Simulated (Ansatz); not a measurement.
# TiO2 monolayer (2H): modes against biaxial strain in the plane of the sheet, part 2 of 2

Aim: how do the optical modes of TiO2 monolayer (2H) shift and split under this strain?

Ansatz 0.2.0; DFT PBE, scalar-relativistic, plane waves, PAW; PAW set soft_1.

So far, highest optical mode at the zone centre (no LO-TO term) (cm⁻¹): step 5 (modes at rest) 718; step 7 (strain 5 %) 704.

## 8. Relaxation of a member: biaxial strain of -3 % in the plane of the sheet

The cell takes a biaxial strain of -3 % in the plane of the sheet. The cell is held, and the atoms relax in it.

input.yaml reads:

```yaml
crystal:
  lattice:
    - [2.7952008508, 0.0, 0.0]
    - [-1.3976004254, 2.4207149455, 0.0]
    - [0.0, 0.0, 28.7]
  atoms:
    - { symbol: Ti, position: [0.3333333333, 0.6666666667, 0.3484320557] }
    - { symbol: O, position: [0.6666666667, 0.3333333333, 0.3879709443] }
    - { symbol: O, position: [0.6666666667, 0.3333333333, 0.3088931671] }
  periodic: [true, true, false]
kpoints:
  mp_grid: { grid: [12, 12, 1] }
hamiltonian:
  xc: pbe
  pseudopotentials: { kind: paw, azcp: { folder: soft_1 } }
scf:
  occupations: { method: gaussian, width: 0.02 }
output:
  forces: true
  stress: true
  eigenvalues: true
relax:
  adjacent_minimum: "off"
  f_tol: 0.001
  max_steps: 60
```

Launch:

```
$ ansatz run input.yaml --threads 4 --pin off --max-ram 16384MiB --backend cpu --events-out ev --progress --plain --runs-dir out
```

Wall time 13 s (4 threads of Arm Neoverse N1, shared host); peak memory 0.45 GiB; 49 s of CPU time.

The steps of the relaxation:

```
step  energy less that of the first step (eV)  largest force component (eV/Å)
   1                                   0.0000                          0.1502
   2                                  -0.0007                          0.0109
   3                                  -0.0007                          0.0001
   4                                  -0.0007                          0.0001
```

The run keeps the 12 symmetry operations that it works with, so distortions that break them were not tested.

This step gave:

| Property | Result |
| --- | --- |
| gap on the k-mesh | 1.417 eV |
| area per atom | 2.255 Å² |

The largest force component left is 0.11 meV/Å.

## 9. Zone-centre modes of the member: biaxial strain of -3 % in the plane of the sheet

The zone-centre modes follow for biaxial strain of -3 % in the plane of the sheet.

input.yaml, the sections that differ from step 8:

```yaml
crystal:
  lattice:
    - [2.7952008508, 0.0, 0.0]
    - [-1.3976004254, 2.4207149455, 0.0]
    - [0.0, 0.0, 28.7]
  atoms:
    - { symbol: Ti, position: [0.3333333333, 0.6666666667, 0.3484320557] }
    - { symbol: O, position: [0.6666666667, 0.3333333333, 0.3881385627] }
    - { symbol: O, position: [0.6666666667, 0.3333333333, 0.3087255487] }
  periodic: [true, true, false]
scf:
  occupations: { method: fixed }
output:
  eigenvalues: true
phonons:
  method: dfpt
# kpoints, hamiltonian: as in step 8
# relax: removed
```

It took 54 s on 4 threads; peak memory 0.81 GiB.

This step gave:

* sum-rule residual before enforcement: 9.70e-5 eV/Å²
* highest optical mode at the zone centre (no LO-TO term): 725.1 cm⁻¹
* lowest optical zone-centre mode: -236.5 cm⁻¹

Without the LO-TO term. Patterns of degenerate modes are one choice out of their space. Modes at Γ, with each element's share of the kinetic energy (negative means imaginary):

```
mode  frequency (cm⁻¹)  symmetry  Ti %  O %
   1            -236.5       E''     0  100
   2            -236.5       E''     0  100
   3               0.0  acoustic    60   40
   4               0.0  acoustic    60   40
   5               0.0  acoustic    60   40
   6             447.8        E'    40   60
   7             447.8        E'    40   60
   8             658.2      A2''    40   60
   9             725.1       A1'     0  100
```

Displacements in mode 1 (-236.5 cm⁻¹), the largest set to 1:
```
Ti1  0.00  0.00  0.00
O2   0.32  1.00  0.00
O3  -0.32 -1.00  0.00
```

Displacements in mode 6 (447.8 cm⁻¹), the largest set to 1:
```
Ti1  0.00  0.67  0.00
O2   0.00 -1.00  0.00
O3   0.00 -1.00  0.00
```

The lowest optical mode is imaginary, 236.5i cm⁻¹, so the energy falls along it, and the highest lies at 725.1 cm⁻¹.

## 10. The series together

The members are set side by side, also those not shown above.

Energies are extrapolated to zero smearing, and E0 is that at rest; imaginary frequencies occur in the series; the cell is clamped and the atoms are relaxed. State of the crystal along the series:

```
strain (%)  E - E0 (meV/atom)  gap on mesh (eV)
        -3              35.52             1.417
        -2              15.47             1.354
        -1              3.783             1.287
         0                  0             1.218
         1              3.631             1.149
         2              14.27             1.079
         3              31.39              1.01
         4              54.66            0.9411
         5              83.59            0.8733
```

Optical modes are counted from below at rest and tracked from member to member by their patterns, and modes that stay within 0.3 cm⁻¹ of each other stand once; labels, where given, are those at rest; imaginary frequencies occur in the series; the cell is clamped and the atoms are relaxed. Optical modes along the series:

```
strain (%)  optical mode 1 E'' (cm⁻¹)  optical mode 2 E' (cm⁻¹)  optical mode 3 A2'' (cm⁻¹)  optical mode 4 A1' (cm⁻¹)
        -3                     -236.5                     447.8                       658.2                      725.1
        -2                     -259.6                     434.4                       639.8                      722.8
        -1                     -280.9                     420.2                       621.5                      720.3
         0                     -300.6                     405.1                       603.3                      717.8
         1                       -319                     389.2                       585.3                      715.3
         2                     -336.2                     372.6                       567.5                      712.6
         3                     -352.2                     355.4                       549.9                      709.8
         4                     -367.2                     337.4                       532.5                      706.9
         5                     -381.3                     318.8                       515.4                      703.7
```

Value and slope at zero strain of a cubic (a lower polynomial where under five rows exist) through the rows within 2 % of rest. Slopes at rest:

```
               mode  frequency (cm⁻¹)  shift per percent of strain (cm⁻¹)
  optical mode 2 E'             405.1                               -15.5
optical mode 3 A2''             603.3                              -18.11
 optical mode 4 A1'             717.8                               -2.52
```

## 11. Summary of results

| Item | Value |
| --- | --- |
| members | 9 |
| highest optical mode at the zone centre (no LO-TO term), at rest | 717.8 cm⁻¹ |
| optical mode 2 E', shift per percent | -15.50 cm⁻¹ |
| optical mode 3 A2'', shift per percent | -18.11 cm⁻¹ |
| optical mode 4 A1', shift per percent | -2.52 cm⁻¹ |

What this shows: The fastest shift in the table of slopes is -18.1 cm⁻¹ for each percent (optical mode 3 A2''). A mode is imaginary at strain (%) -3, -2, -1, 0, 1, 2, 3, 4 and 5, where this structure is not a minimum. These are harmonic frequencies at zero temperature: anharmonic shifts, linewidths and thermal expansion are left out. The starting cell was built on a prototype and not taken from a measurement. Only the zone centre was solved, so an instability at another wavevector cannot show here. In a sheet the LO-TO splitting vanishes at the zone centre, so no such term is missing here.

[Logs are printed without paths, hosts, clocks, repeated set-up lines and the standing remarks that a program may print on its own settings, such as how far it seeks lower states.]

[Hosts, paths, dates, database ids (printed as entryN), source tags and the programs' standing remarks are cut or masked in the printed files.]
